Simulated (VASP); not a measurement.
Input of a VASP 6.6.1 run:

The input INCAR:

```
SYSTEM = CaS
PREC = Accurate
ENCUT = 600
EDIFF = 1E-7
ISMEAR = 0
SIGMA = 0.02
LREAL = .FALSE.
LASPH = .TRUE.
NELM = 80
ALGO = Normal
ISIF = 3
LWAVE = .FALSE.
LCHARG = .FALSE.
IBRION = 2
NSW = 70
EDIFFG = -0.005
```

KPOINTS

```
Automatic mesh
0
G
  8 8 8
  0 0 0
```

POSCAR

```
CaS
1.0
    0.0000000000      2.8560320322      2.8560320322
    2.8560320322      0.0000000000      2.8560320322
    2.8560320322      2.8560320322      0.0000000000
Ca S
1 1
Direct
    0.0000000000      0.0000000000      0.0000000000
    0.5000000000      0.5000000000      0.5000000000
```

Potentials or basis: VASP PAW LDA potentials, release 64 (Ca_sv, S).

Launch:

```sh
$ cat potpaw_LDA.64/Ca_sv/POTCAR potpaw_LDA.64/S/POTCAR > POTCAR
$ mpirun -np 1 vasp_std > vasp.out
```

Question: What does it give for the relaxed volume?

Answer: 21.63 Å³/atom.

Question: Estimate the relaxed cell.

Answer: a = 3.940 Å, b = 3.940 Å, c = 3.940 Å, α = 60.00°, β = 60.00°, γ = 60.00°.

Question: What does it give for the space group after relaxing (to 0.05 Å)?

Answer: Fm-3m (No. 225).

Final structure:
```
Ca S
1.0
     0.00000    2.78615    2.78615
     2.78615    0.00000    2.78615
     2.78615    2.78615    0.00000
Ca S
1 1
Direct
  0.00000 0.00000 0.00000
  0.50000 0.50000 0.50000
```

LDA usually gives volumes a few per cent too small. Zero-point motion and thermal expansion aren't in these numbers.
